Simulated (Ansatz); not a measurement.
# SiO₂, one cell by several methods

```
CELL_PARAMETERS angstrom
-2.38977 2.38977 3.76880
2.38977 -2.38977 3.76880
2.38977 2.38977 -3.76880
ATOMIC_POSITIONS crystal
Si 0.00000 0.00000 0.00000
Si 0.75000 0.25000 0.50000
O 0.99838 0.62500 0.87338
O 0.37500 0.24838 0.37338
O 0.75162 0.12500 0.12662
O 0.87500 0.00162 0.62662
```

Atoms are numbered in the order listed.

The cell is COD entry 9006285, as deposited and not checked against the literature; nothing was relaxed. The listed cell was then made from it by scaling, straining or moving an atom.

Methods: DFT, PBE, PAW with Ansatz's default frozen-core files, scalar-relativistic (Ansatz 0.2.0); DFT, PBE, all-electron LAPW, scalar-relativistic (Ansatz 0.2.0).

For PAW: a Γ-centred 7×7×7 k mesh, Fermi–Dirac smearing of 0.03 eV, cutoff 420 eV, no spin polarisation. LAPW targets a basis error of 1 meV/atom. The Ansatz runs share mesh, smearing and spin set-up. Plane-wave (PAW) pressures include the program's estimate of the Pulay term.

Stress and pressure are positive in compression.

The change that made this cell: volume scaled by 1.02.

PAW results:

| quantity | PAW |
| --- | --- |
| pressure (GPa) | 0.20 |
| stress xx (GPa) | 0.89 |
| stress zz (GPa) | -1.17 |
| force on O3, y (eV/Å) | -0.117 |
| band gap (eV) | 5.906 |

Q: What does full-potential LAPW give for the same quantities?

A: 
```tsv
quantity	LAPW
pressure (GPa)	0.19
stress xx (GPa)	0.88
stress zz (GPa)	-1.19
force on O3, y (eV/Å)	-0.117
band gap (eV)	5.913
```
